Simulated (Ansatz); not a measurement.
CoO:

```
Co O
1.0
     3.19765    0.00000    0.00000
    -1.59882    2.76924    0.00000
     0.00000    0.00000    5.22871
Co O
2 2
Direct
  0.33333 0.66667 0.50336
  0.00000 0.00000 0.00347
  0.33333 0.66667 0.87156
  0.00000 0.00000 0.37161
```

Measurements of this composition are mostly on another form, of space group No. 225.

Base run:

| Item | Value |
| --- | --- |
| Program | Ansatz 0.2.0 |
| Functional | LDA |
| Potentials or basis | Ansatz PAW |
| Cutoff | 420 eV (not typed: the program's choice for these potentials) |
| k mesh | 10 × 10 × 5 |
| Occupations | fermi-dirac, width 0.05 eV |
| Spin | collinear spin, ferromagnetic start |
| Starting moments | [2.0, 2.0, 0.0, 0.0] μB |

Its results: band gap on the k mesh none (metal or under the smearing width); pressure -18.0 GPa; net moment 0.00 μB per cell; site moments Co +1.98, -1.98; O -0.15, +0.15 μB.

Problem. The run is repeated on the same cell with these changes: functional from LDA to r2SCAN; cutoff from 420 eV (not typed: the program's choice for these potentials) to 500 eV (not typed: the program's choice for these potentials). What comes out?

Solution. Band gap on the k mesh 0.72 eV, indirect (least direct gap 0.86 eV); pressure 0.5 GPa; net moment 0.00 μB per cell; site moments Co +2.33, -2.33; O -0.13, +0.13 μB.

r2SCAN gives the wider gap, since meta-GGAs in the generalised Kohn-Sham scheme recover part of the derivative discontinuity.

Caveats: the PAW data sets come from PBE, with cores solved anew for the run's functional, which leaves a small shift of forces and pressure; the starting moments weren't kept; semilocal functionals often make such compounds metallic where correlation or magnetic order opens a gap, which also shifts bond lengths (some runs); the magnetic or orbital state may not be the lowest (some runs).
